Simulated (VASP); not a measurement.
TaC: single point with PBE

TaC:

```
CELL_PARAMETERS angstrom
0.00000 2.22700 2.22700
2.21586 0.00000 2.22700
2.21586 2.22700 0.00000
ATOMIC_POSITIONS crystal
Ta 0.00000 0.00000 0.00000
C 0.50000 0.50000 0.50000
```

The cell isn't the ideal one: strain -0.0050 x Voigt [1, 0, 0, 0, 0, 0], atoms carried along.

```json
{"Program": "VASP 6.6.1", "Task": "single point", "Functional": "PBE", "Potentials or basis": "VASP PAW PBE potentials, release 64 (Ta_pv, C)", "Cutoff": "520 eV", "k mesh": "18 × 18 × 18", "Occupations": "gaussian, width 0.15 eV", "Spin": "no spin polarisation", "Dipole correction": "no", "Further INCAR settings": "ALGO = Fast; EDIFF = 1e-06; NBANDS = 14"}
```

```
Pressure               : 7.4 GPa
Band gap on the k mesh : none (metal or under the smearing width)
```

Stress tensor (GPa, compression positive):
```
9.47 0.00 0.00
0.00 6.38 0.00
0.00 0.00 6.38
```

Levels at points of the mesh, in eV from the Fermi level:
| k point | band 6 | band 7 | band 8 | band 9 | band 10 | band 11 |
| --- | --- | --- | --- | --- | --- | --- |
| (0.00, 0.00, 0.00) | -1.36 | -1.30 | -0.49 | -0.49 | -0.46 | 0.63 |
| (0.50, 0.00, 0.00) | -5.51 | -5.50 | 2.73 | 2.78 | 3.75 | 5.43 |
| (0.50, 0.50, 0.00) | -4.57 | -1.76 | -1.74 | 2.64 | 4.11 | 4.17 |
| (0.00, 0.50, 0.50) | -4.58 | -1.79 | -1.79 | 2.65 | 4.14 | 4.14 |

It took 81 s on 1 thread of AMD EPYC 9R45 96-Core Processor (Zen 5) (shared host), peak memory 0.24 GiB.

The run has no spin-orbit coupling, so splittings on Ta are missing.
